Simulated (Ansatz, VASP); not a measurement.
H3Os in VASP and in Ansatz

Contents of INCAR:

```
  PREC = Accurate
  ENCUT = 520
  EDIFF = 1E-7
  ISMEAR = 0
  SIGMA = 0.1
  LREAL = False
  LASPH = True
  NELM = 100
  ALGO = Normal
  ISIF = 2
  LWAVE = False
  LCHARG = False
  GGA = PE
  NBANDS = 21
```

File KPOINTS:

```
regular mesh
0
Gamma
  6 6 6
```

POSCAR

```
H3Os
1.0
    4.5142656130      0.0000000000      0.0000000000
   -2.2571328065      3.9094687003      0.0000000000
    0.0000000000      0.0000000000      3.6233946710
H Os
6 2
Direct
    0.8330000000      0.6660000000      0.2500000000
    0.1670000000      0.8330000000      0.7500000000
    0.3340000000      0.1670000000      0.2500000000
    0.1670000000      0.3340000000      0.7500000000
    0.8330000000      0.1670000000      0.2500000000
    0.6660000000      0.8330000000      0.7500000000
    0.3333333333      0.6666666667      0.2500000000
    0.6666666667      0.3333333333      0.7500000000
```

Input for Ansatz:

```yaml
crystal:
  lattice:
    - [4.514265613, 0.0, 0.0]
    - [-2.2571328065, 3.9094687003, 0.0]
    - [0.0, 0.0, 3.623394671]
  atoms:
    - { symbol: H, position: [0.833, 0.666, 0.25] }
    - { symbol: H, position: [0.167, 0.833, 0.75] }
    - { symbol: H, position: [0.334, 0.167, 0.25] }
    - { symbol: H, position: [0.167, 0.334, 0.75] }
    - { symbol: H, position: [0.833, 0.167, 0.25] }
    - { symbol: H, position: [0.666, 0.833, 0.75] }
    - { symbol: Os, position: [0.3333333333, 0.6666666667, 0.25] }
    - { symbol: Os, position: [0.6666666667, 0.3333333333, 0.75] }
basis:
  ecutwfc: 420
kpoints:
  mp_grid: { grid: [6, 6, 6] }
hamiltonian:
  xc: pbe
scf:
  occupations: { method: gaussian, width: 0.1 }
  lower_state_search: "off"
output:
  forces: true
  stress: true
  eigenvalues: true
```

Alike in both runs: task single point; functional PBE; k mesh 6 × 6 × 6; occupations gaussian, width 0.1 eV; no spin polarisation.

|  | VASP | Ansatz |
| --- | --- | --- |
| version | VASP 6.6.1 | Ansatz 0.2.0 |
| potentials or method | VASP PAW PBE potentials, release 64 (H, Os) | scalar-relativistic, plane waves, PAW |
| plane-wave cutoff (eV) | 520 | 420 |
| valence electrons in the cell | 22 | 38 |

```tsv
	VASP	Ansatz	Ansatz less VASP
gap on the k mesh at the Fermi level (eV)	none	none	-
rms of the force components (eV/Å)	0.287	0.284	-0.0027
```

Atom by atom the forces differ by 0.003 eV/Å (rms over components). A gap of «none» marks a metal or a gap that the smearing closes. The two sets of potentials don't hold the same shells in valence.

 Spin-orbit coupling is left out, which matters for the levels of Os.
